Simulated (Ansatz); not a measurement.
Crystal: ZrS.

```
CELL_PARAMETERS angstrom
0.00000 2.62500 2.62500
2.62500 0.00000 2.62500
2.62500 2.62500 0.00000
ATOMIC_POSITIONS crystal
Zr 0.00000 0.00000 0.00000
S 0.50000 0.50000 0.50000
```

Base run:

```yaml
Program: Ansatz 0.2.0
Functional: PBEsol
Potentials_or_basis: all-electron LAPW, non-relativistic
Cutoff: 212 eV
Density_cutoff: 850 eV
Basis_error_allowed: 0.001 eV/atom
k_mesh: 9 × 9 × 9
Occupations: fermi-dirac, width 0.05 eV
Spin: no spin polarisation
```

Its results: pressure -5.5 GPa.

**Question.** After a change of settings the same cell gave: pressure -6.4 GPa. Which change was it?
A. functional from PBEsol to LDA; potentials or basis from all-electron LAPW, non-relativistic to all-electron LAPW, scalar-relativistic
B. potentials or basis from all-electron LAPW, non-relativistic to all-electron LAPW, inner shells corrected to Dirac's equation
C. potentials or basis from all-electron LAPW, non-relativistic to all-electron LAPW, scalar-relativistic; hubbard terms from none to Zr d U = 4 eV
D. functional from PBEsol to BLYP; potentials or basis from all-electron LAPW, non-relativistic to all-electron LAPW, scalar-relativistic

**Answer.** B.

Caveats: relativity is left out, which matters for the heavier elements (some runs).

Not every run made on this cell is shown here.
